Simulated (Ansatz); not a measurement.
**Bands of PbS**

```xyz
2
Lattice="0.0000 2.9650 2.9650 2.9650 0.0000 2.9650 2.9650 2.9650 0.0000" Properties=species:S:1:pos:R:3 pbc="T T T"
Pb    0.0000    0.0000    0.0000
S     2.9650    2.9650    2.9650
```

Atoms are numbered in the order listed.

The cell comes from COD entry 9000001, which wasn't checked; take it as a given geometry.

No spin–orbit coupling, which matters for the heavy atoms here.

These are results of DFT, LDA, all-electron LAPW, scalar-relativistic (Ansatz 0.2.0), not measurements.

The runs use a Γ-centred 8×8×8 k mesh, Fermi–Dirac smearing of 0.01 eV, basis error target 0.5 meV/atom, no spin polarisation.

Points in fractions of the reciprocal vectors of this cell: Γ (0, 0, 0), X (0.5, 0, 0.5), U (0.625, 0.25, 0.625), K (0.375, 0.375, 0.75), L (0.5, 0.5, 0.5), W (0.5, 0.25, 0.75). The path joins them by straight lines in the order Γ–X–U–K–Γ–L–W–X; legs that retrace an earlier one aren't tabulated. Energies are in eV from the top of the valence band.

Problem. Metal or insulator at this level of theory?

Solution. An insulator or semiconductor: gap 0.22 eV, direct at L (0.5, 0.5, 0.5) (so small a gap may close at points that the mesh and path miss).

Problem. Tabulate bands 23 to 28, counted from the lowest band of the run, along the path.

Solution. 
| k (1/Å) | point | band 23 | band 24 | band 25 | band 26 | band 27 | band 28 |
| --- | --- | --- | --- | --- | --- | --- | --- |
| 0.00 | Γ | -2.14 | -2.14 | -2.14 | 5.08 | 5.08 | 5.08 |
| 0.15 |  | -2.21 | -2.21 | -1.83 | 4.10 | 4.92 | 4.92 |
| 0.30 |  | -2.40 | -2.40 | -1.20 | 2.58 | 4.73 | 4.73 |
| 0.45 |  | -2.67 | -2.67 | -1.23 | 2.02 | 4.74 | 4.74 |
| 0.61 |  | -2.96 | -2.96 | -2.38 | 2.86 | 4.40 | 4.92 |
| 0.76 |  | -3.71 | -3.22 | -3.22 | 4.04 | 4.07 | 5.21 |
| 0.91 |  | -4.78 | -3.38 | -3.38 | 3.82 | 5.08 | 5.47 |
| 1.06 | X | -5.24 | -3.44 | -3.44 | 3.75 | 5.48 | 5.58 |
| 1.11 |  | -5.23 | -3.43 | -3.42 | 3.76 | 5.47 | 5.53 |
| 1.17 |  | -5.20 | -3.40 | -3.35 | 3.78 | 5.40 | 5.43 |
| 1.22 |  | -5.16 | -3.34 | -3.23 | 3.80 | 5.20 | 5.37 |
| 1.27 |  | -5.09 | -3.27 | -3.09 | 3.77 | 4.95 | 5.30 |
| 1.33 |  | -5.02 | -3.18 | -2.91 | 3.66 | 4.66 | 5.20 |
| 1.38 |  | -4.92 | -3.06 | -2.72 | 3.48 | 4.36 | 5.09 |
| 1.43 | U | -4.81 | -2.93 | -2.51 | 3.24 | 4.04 | 4.97 |
| 1.53 |  | -4.71 | -3.19 | -2.06 | 2.91 | 3.97 | 4.87 |
| 1.62 |  | -4.53 | -3.57 | -1.48 | 2.36 | 4.08 | 4.71 |
| 1.71 |  | -4.28 | -3.92 | -1.06 | 1.93 | 4.25 | 4.53 |
| 1.80 |  | -4.28 | -3.92 | -1.06 | 1.93 | 4.25 | 4.53 |
| 1.90 |  | -4.53 | -3.57 | -1.48 | 2.36 | 4.08 | 4.71 |
| 1.99 |  | -4.71 | -3.19 | -2.06 | 2.91 | 3.97 | 4.87 |
| 2.08 | K | -4.81 | -2.93 | -2.51 | 3.24 | 4.04 | 4.97 |
| 2.24 |  | -4.40 | -2.47 | -1.81 | 2.37 | 3.13 | 4.58 |
| 2.40 |  | -3.90 | -1.99 | -1.05 | 1.54 | 2.46 | 4.25 |
| 2.56 |  | -3.36 | -1.69 | -0.52 | 1.14 | 2.26 | 4.06 |
| 2.73 |  | -2.86 | -1.70 | -0.80 | 1.78 | 2.67 | 4.10 |
| 2.89 |  | -2.46 | -1.89 | -1.40 | 2.97 | 3.55 | 4.40 |
| 3.05 |  | -2.22 | -2.07 | -1.92 | 4.29 | 4.55 | 4.85 |
| 3.21 | Γ | -2.14 | -2.14 | -2.14 | 5.08 | 5.08 | 5.08 |
| 3.34 |  | -2.13 | -2.13 | -2.02 | 4.57 | 4.78 | 4.78 |
| 3.47 |  | -2.08 | -2.08 | -1.73 | 3.62 | 4.14 | 4.14 |
| 3.60 |  | -2.02 | -2.02 | -1.36 | 2.67 | 3.44 | 3.44 |
| 3.73 |  | -1.93 | -1.93 | -0.99 | 1.84 | 2.80 | 2.80 |
| 3.86 |  | -1.84 | -1.84 | -0.64 | 1.15 | 2.29 | 2.29 |
| 3.99 |  | -1.76 | -1.76 | -0.29 | 0.59 | 1.96 | 1.96 |
| 4.12 | L | -1.73 | -1.73 | 0.00 | 0.22 | 1.84 | 1.84 |
| 4.23 |  | -2.01 | -1.82 | -0.30 | 0.48 | 1.96 | 2.24 |
| 4.34 |  | -2.58 | -2.13 | -0.73 | 0.92 | 2.35 | 2.97 |
| 4.45 |  | -3.18 | -2.70 | -0.93 | 1.28 | 2.97 | 3.67 |
| 4.55 |  | -3.70 | -3.35 | -0.99 | 1.57 | 3.65 | 4.17 |
| 4.66 |  | -4.11 | -3.91 | -1.00 | 1.82 | 4.20 | 4.44 |
| 4.77 |  | -4.36 | -4.31 | -1.00 | 2.00 | 4.50 | 4.55 |
| 4.87 | W | -4.45 | -4.45 | -0.99 | 2.06 | 4.58 | 4.58 |
| 4.95 |  | -4.64 | -4.25 | -1.18 | 2.29 | 4.39 | 4.77 |
| 5.03 |  | -4.81 | -4.05 | -1.62 | 2.84 | 4.22 | 4.95 |
| 5.10 |  | -4.96 | -3.86 | -2.15 | 3.53 | 4.06 | 5.13 |
| 5.18 |  | -5.08 | -3.69 | -2.65 | 3.93 | 4.25 | 5.27 |
| 5.25 |  | -5.17 | -3.56 | -3.06 | 3.83 | 4.91 | 5.39 |
| 5.33 |  | -5.22 | -3.47 | -3.34 | 3.77 | 5.39 | 5.46 |
| 5.40 | X | -5.24 | -3.44 | -3.44 | 3.75 | 5.48 | 5.58 |

Kohn–Sham gaps of semilocal functionals usually fall short of measured ones.
